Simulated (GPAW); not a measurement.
# Al (Fm-3m) in GPAW: a series of runs, part 2 of 2

GPAW 26.7.0. The steps go on from the part before.

### Step 5. Relaxation of cell and atoms, PBEsol+D3(BJ)+ATM

run.py

```python
from ase import Atoms
from ase.calculators.mixing import SumCalculator
from ase.filters import FrechetCellFilter
from ase.io import write
from ase.optimize import BFGS
from dftd3.ase import DFTD3
from gpaw import GPAW, PW, setup_paths

setup_paths.insert(0, '.')

atoms = Atoms(['Al'],
              cell=[[0.0, 2.024805, 2.024805],
                    [2.024805, 0.0, 2.024805],
                    [2.024805, 2.024805, 0.0]],
              scaled_positions=[[0.0, 0.0, 0.0]],
              pbc=True)

calc = GPAW(mode=PW(600),
            xc='PBEsol',
            kpts={'size': (11, 11, 11), 'gamma': True},
            occupations={'name': 'fermi-dirac', 'width': 0.05},
            nbands=7,
            convergence={'density': 1e-05, 'forces': 0.0001},
            maxiter=150,
            txt='gpaw.txt')
atoms.calc = SumCalculator([calc, DFTD3(damping='d3bj', params_tweaks=dict(method='pbesol', atm=True))])
opt = BFGS(FrechetCellFilter(atoms), trajectory='relax.traj', logfile='-')
done = opt.run(fmax=0.02, steps=60)
calc.write('gs.gpw')
write('result.traj', atoms)
print('Converged:', done)
print('Cell:', atoms.cell.cellpar().round(4))
print('Volume:', round(atoms.get_volume(), 4))
print(atoms.get_scaled_positions().round(5))
```

Potentials or basis: PAW data sets generated in the run's folder for this functional, pw.

Command:

```bash
$ gpaw-setup -f PBEsol Al
$ OMP_NUM_THREADS=1 python run.py
```

gpaw.txt:

```text
__  _  _
 | _ |_)|_||  |
 |__||  | ||/\| - 26.7.0

Input parameters:
  mode=PW(ecut=600.0),
  convergence={'density': 1e-05, 'forces': 0.0001},
  kpts=MonkhorstPack(size=(11, 11, 11), gamma=True),
  maxiter=150,
  nbands=7,
  occupations=Occupations(name='fermi-dirac', width=0.05),
  xc=XC(name='PBEsol')

Diagonalizing LCAO Hamiltonian
Converting LCAO to pw mode

       Al

Atoms  # Å, Bohr magnetons
|   | symbol |        x |        y |        z |    initial magnetic moments |
|---|--------|----------|----------|----------|-----------------------------|
| 0 |     Al | 0.000000 | 0.000000 | 0.000000 | ( 0.0000,  0.0000,  0.0000) |

Unit cell  # Å
| periodic |        x |        y |        z |  lengths |    angles |
|----------|----------|----------|----------|----------|-----------|
|      yes | 0.000000 | 2.024805 | 2.024805 | 2.863507 | 60.000000 |
|      yes | 2.024805 | 0.000000 | 2.024805 | 2.863507 | 60.000000 |
[... 700 lines left out ...]
|      yes |  1.986960 | 1.986960 | -0.000000 | 2.809986 | 60.000000 |

Number of symmetries: 48
Symmetry operations  # r_c * U_cc + t_c -> r_c
|    | kind |            matrix            |
|----|------|------------------------------|
|  0 |  σ   |  1, 0, 0,  1, 0,-1,  1,-1, 0 |
|  1 |  C2  |  1, 0, 0,  1,-1, 0,  1, 0,-1 |
|  2 |  E   |  1, 0, 0,  0, 1, 0,  0, 0, 1 |
|  3 |  σ   |  1, 0, 0,  0, 0, 1,  0, 1, 0 |
|  4 |  C4  |  1, 0,-1,  1, 0, 0,  1,-1, 0 |
|  5 |  S6  |  1, 0,-1,  1,-1, 0,  1, 0, 0 |
|  6 |  σ   |  1, 0,-1,  0, 1,-1,  0, 0,-1 |
|  7 |  C3  |  1, 0,-1,  0, 0,-1,  0, 1,-1 |
|  8 |  S6  |  1,-1, 0,  1, 0, 0,  1, 0,-1 |
[... 148 lines left out ...]
SCF iterations
|iter     | |      energy | eigst |  dens |force |
|---------|-|-------------|-------|-------|------|
|iter:   1| |   -4.088672 | -4.35 |       |      |
|iter:   2| |   -4.088671 | -8.07c| -3.00 |      |
|iter:   3| |   -4.088669c| -6.80 | -3.03 |      |
|iter:   4| |   -4.088669c| -7.53c| -3.58 |      |
|iter:   5| |   -4.088669c| -8.54c| -4.58 |      |
|iter:   6| |   -4.088669c| -9.05c| -5.05c|      |
|iter:   7| |   -4.088669c|-10.10c| -6.28c|-24.99c|
[... 30 lines left out ...]
No gap
No difference between direct/indirect transitions

Stress tensor  # eV/Ang^3
|         x |         y |         z |
|-----------|-----------|-----------|
| -0.019271 | -0.000000 |  0.000000 |
| -0.000000 | -0.019271 |  0.000000 |
|  0.000000 |  0.000000 | -0.019271 |

Forces  # eV/Ang
|       x |        y |        z |
|---------|----------|----------|
| 0.00000 | -0.00000 | -0.00000 |  # Al   0

# Writing to gs.gpw (mode='')
```

stdout:

```text
Step          Energy          fmax
BFGS:    0       -4.390661        0.473866
BFGS:    1       -4.398653        0.311492
BFGS:    2       -4.404407        0.022872
BFGS:    3       -4.404436        0.000955
Converged: True
Cell: [ 2.81  2.81  2.81 60.   60.   60.  ]
Volume: 15.6891
[[0. 0. 0.]]
```

It took 32 s on 1 thread of Arm Neoverse N1, shared host; peak memory 0.16 GiB.

What came out:

- Free energy: -4.4064 eV
- Relaxed volume: 15.69 Å³/atom
- Relaxed cell: a = 2.810 Å, b = 2.810 Å, c = 2.810 Å, α = 60.00°, β = 60.00°, γ = 60.00°
- Space group after relaxing (to 0.05 Å): Fm-3m (No. 225)
- Energy gained by relaxing: 13.8 meV/atom
- Ionic steps: 4
- Pressure after relaxing: 0.0 GPa
- Band gap on the k mesh: none (metal or under the smearing width)
- Dispersion energy per atom: -0.316 eV

Step by step:
```csv
step,energy change (eV),largest force (eV/Å),pressure (GPa),volume (Å³)
1,0.0000,0.0000,-4.57,16.60
2,-0.0080,0.0000,-3.07,16.27
3,-0.0137,0.0000,0.23,15.65
4,-0.0138,0.0000,-0.01,15.69
```

Final structure:
```
CELL_PARAMETERS angstrom
0.00000 1.98696 1.98696
1.98696 0.00000 1.98696
1.98696 1.98696 0.00000
ATOMIC_POSITIONS crystal
Al 0.00000 0.00000 0.00000
```

Levels at points of the mesh, in eV from the Fermi level:
| k point | band 1 | band 2 | band 3 | band 4 |
| --- | --- | --- | --- | --- |
| (0.00, 0.00, 0.00) | -11.48 | 12.91 | 12.91 | 12.91 |

Caveat: later steps reuse the first step's grids; pairwise dispersion overbinds metals, which lowers pressure and volume.

### Step 6. Relaxation of cell and atoms, PBEsol+D4

run.py, as its differences from that of step 5:

```diff
@@ -5,3 +5,3 @@
 from ase.optimize import BFGS
-from dftd3.ase import DFTD3
+from dftd4.ase import DFTD4
 from gpaw import GPAW, PW, setup_paths
@@ -25,3 +25,3 @@
             txt='gpaw.txt')
-atoms.calc = SumCalculator([calc, DFTD3(damping='d3bj', params_tweaks=dict(method='pbesol', atm=True))])
+atoms.calc = SumCalculator([calc, DFTD4(method='pbesol')])
 opt = BFGS(FrechetCellFilter(atoms), trajectory='relax.traj', logfile='-')
```

Potentials or basis: PAW data sets generated in the run's folder for this functional, pw.

Command:

```bash
$ gpaw-setup -f PBEsol Al
$ OMP_NUM_THREADS=1 python run.py
```

Run time: 28 s. Hardware: 1 thread of Arm Neoverse N1, shared host; peak memory 0.15 GiB.

It converged, with:

```yaml
Free_energy: -4.3010 eV
Relaxed_volume: 15.85 Å³/atom
Relaxed_cell: a = 2.819 Å, b = 2.819 Å, c = 2.819 Å, α = 60.00°, β = 60.00°, γ = 60.00°
Space_group_after_relaxing_to_0.05_Å: Fm-3m (No. 225)
Energy_gained_by_relaxing: 8.5 meV/atom
Ionic_steps: 3
Pressure_after_relaxing: 0.1 GPa
Band_gap_on_the_k_mesh: none (metal or under the smearing width)
Dispersion_energy_per_atom: -0.208 eV
```

The path:
```
step  energy change (eV)  largest force (eV/Å)  pressure (GPa)  volume (Å³)
   1              0.0000                0.0000           -3.61        16.60
   2             -0.0050                0.0000           -2.40        16.34
   3             -0.0085                0.0000            0.14        15.85
```

Final structure:
```
Al
1.0
     0.00000    1.99369    1.99369
     1.99369    0.00000    1.99369
     1.99369    1.99369    0.00000
Al
1
Cartesian
  0.0000 0.0000 0.0000
```

Levels at points of the mesh, in eV from the Fermi level:
```
           k point  band 1  band 2  band 3  band 4
(0.00, 0.00, 0.00)  -11.41   12.85   12.85   12.85
```

Caveat: later steps reuse the first step's grids; pairwise dispersion overbinds metals, which lowers pressure and volume.

### Step 7. The runs side by side

| level | gap on the mesh (eV) | pressure (GPa) | relaxed volume (Å³/atom) |
| --- | --- | --- | --- |
| PBEsol | none | 0.0 | 16.23 |
| PBEsol+D3 | none | 0.1 | 15.90 |
| PBEsol+D3(BJ) | none | 0.0 | 15.63 |
| PBEsol+D3(BJ)+ATM | none | 0.0 | 15.69 |
| PBEsol+D4 | none | 0.1 | 15.85 |

Alike in all rows: task relaxation of cell and atoms; potentials or basis PAW data sets generated in the run's folder for this functional, pw; no spin polarisation; cell relaxed; k mesh 11 × 11 × 11; cutoff (eV) 600; smearing fermi-dirac 0.05 eV.

Caveats: later steps reuse the first step's grids; pairwise dispersion overbinds metals, which lowers pressure and volume (some runs).

Total energies depend on the potentials used, so only differences within one code and one set of settings carry meaning.

### Step 8. Comparison with measurements

Step 2. The cell as given is a measured one (16.60 Å³/atom); PBEsol puts the equilibrium volume -2.2 % from it, thermal expansion not counted.

Step 3. The cell as given is a measured one (16.60 Å³/atom); PBEsol+D3 puts the equilibrium volume -4.2 % from it, thermal expansion not counted.

Step 4. The cell as given is a measured one (16.60 Å³/atom); PBEsol+D3(BJ) puts the equilibrium volume -5.9 % from it, thermal expansion not counted.

Step 5. The cell as given is a measured one (16.60 Å³/atom); PBEsol+D3(BJ)+ATM puts the equilibrium volume -5.5 % from it, thermal expansion not counted.

Step 6. The cell as given is a measured one (16.60 Å³/atom); PBEsol+D4 puts the equilibrium volume -4.5 % from it, thermal expansion not counted.
